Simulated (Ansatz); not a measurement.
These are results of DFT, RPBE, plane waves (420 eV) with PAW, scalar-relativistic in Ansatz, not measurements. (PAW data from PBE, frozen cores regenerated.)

An element in the dhcp structure gives this curve. The cell is scaled uniformly from the relaxed one, with fractional coordinates and shape fixed. Energies are extrapolated to zero smearing, pressures are those at the given smearing. Magnetic state: spin not included.

| V (Å³/atom) | E − E₀ (meV/atom) | P (GPa) |
| --- | --- | --- |
| 28.691 | 84.3 | 8.03 |
| 29.996 | 33.7 | 4.69 |
| 31.300 | 7.2 | 2.03 |
| 32.604 | 0.0 | -0.08 |
| 33.908 | 8.2 | -1.77 |
| 35.212 | 28.8 | -3.11 |
| 36.516 | 59.1 | -4.18 |

Problem. Which element is it?
A. bismuth
B. lutetium
C. ytterbium
D. tin

Solution. A. Its fit is V₀ = 32.51 Å³/atom, B₀ = 48 GPa, B₀′ = 4.6.
